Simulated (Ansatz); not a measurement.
How ZrSe2 answers to pressure

```
Zr Se
1.0
     3.79719    0.00000    0.00000
    -1.89859    3.28846    0.00000
     0.00000    0.00000    6.79277
Zr Se
1 2
Direct
  0.00000 0.00000 0.00000
  0.33333 0.66667 0.23319
  0.66667 0.33333 0.76681
```

The structure comes from a relaxation in the same program, started in the CdI2 type, and has space group P-3m1. Whether it is a known phase or the ground state wasn't checked.

The calculation used DFT, PBE, all-electron LAPW, scalar-relativistic in Ansatz 0.2.0.

The runs use a Γ-centred 11×11×6 k mesh, Fermi–Dirac smearing of 0.08 eV, basis error target 1 meV/atom, no spin polarisation.

The cell is scaled evenly with fractional coordinates held. Semilocal gaps are too small, but their slopes carry over better.

```tsv
V/V(cell)	P (GPa)	gap on the k mesh (eV)
0.9800	1.51	0.387
1.0000	0.03	0.418
1.0200	-1.30	0.447
1.0600	-3.58	0.496
```

From the rows at 0.9800 and 1.0200, what is the bulk modulus at the cell's volume?

B = −ΔP/Δln V = −[(-1.30) − (1.51)]/0.04001 = 70.2 GPa.

What are the gap's volume deformation potential and pressure coefficient?

dEg/dln V = (0.447 − 0.387)/0.04001 = 1.50 eV, and dEg/dP = −(dEg/dln V)/B = -21 meV/GPa: pressure narrows the gap.

Predict the row at V/V(cell) = 0.9405. How far is a linear estimate of P off?

P = 4.89 GPa, gap 0.316 eV. The linear estimate P(cell) − B ln(V/V(cell)) = 4.34 GPa misses by 0.55 GPa, since the modulus grows under compression.
